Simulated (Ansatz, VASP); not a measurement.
**Au: VASP beside Ansatz**

INCAR

```
  PREC = Accurate
  ENCUT = 520
  EDIFF = 1E-6
  ISMEAR = 0
  SIGMA = 0.1
  LREAL = F
  LASPH = T
  NELM = 100
  ALGO = Normal
  ISIF = 2
  LWAVE = F
  LCHARG = T
  GGA = PE
  LELF = T
  LVHAR = T
  NBANDS = 18
```

Contents of KPOINTS:

```
Automatic mesh
0
Gamma
  16 16 8
```

File POSCAR:

```
Au
1.0
    2.7922331183      0.1689293435      0.1097759184
    0.1563624396      3.1273940808      0.0890073712
   -1.0076300107     -1.2268549846      5.0788677692
Au
2
Direct
    0.2945903172      0.3147692708      0.6983754638
    0.7054096828      0.6852307292      0.3016245362
```

Input for Ansatz:

```yaml
crystal:
  lattice:
    - [2.7922331183, 0.1689293435, 0.1097759184]
    - [0.1563624396, 3.1273940808, 0.0890073712]
    - [-1.0076300107, -1.2268549846, 5.0788677692]
  atoms:
    - { symbol: Au, position: [0.2945903172, 0.3147692708, 0.6983754638] }
    - { symbol: Au, position: [0.7054096828, 0.6852307292, 0.3016245362] }
basis:
  ecutwfc: 420
kpoints:
  mp_grid: { grid: [16, 16, 8] }
hamiltonian:
  xc: pbe
scf:
  occupations: { method: gaussian, width: 0.1 }
output:
  forces: true
  stress: true
  eigenvalues: true
  populations: true
```

Alike in both runs: task single point; functional PBE; k mesh 16 × 16 × 8; occupations gaussian, width 0.1 eV; no spin polarisation.

|  | VASP | Ansatz |
| --- | --- | --- |
| version | VASP 6.6.1 | Ansatz 0.2.0 |
| potentials or method | VASP PAW PBE potentials, release 64 (Au) | scalar-relativistic, plane waves, PAW |
| plane-wave cutoff (eV) | 520 | 420 |
| valence electrons in the cell | 22 | 38 |

VASP gave:

```
gap on the k mesh at the Fermi level (eV)       : none
pressure (GPa)                                  : -6.5
largest component of the traceless stress (GPa) : 3.25
rms of the force components (eV/Å)              : 0.331
```

Question: What did Ansatz give for the same quantities?

Answer: gap on the k mesh at the Fermi level (eV): none; pressure (GPa): -6.4; largest component of the traceless stress (GPa): 3.27; rms of the force components (eV/Å): 0.338.

Atom by atom the forces differ by 0.006 eV/Å (rms over components). A gap of «none» marks a metal or a gap that the smearing closes. With one functional, cell and mesh, what is left measures potentials, basis and numerics. The two sets of potentials don't hold the same shells in valence.

Spin-orbit coupling is left out, which matters for the levels of Au.
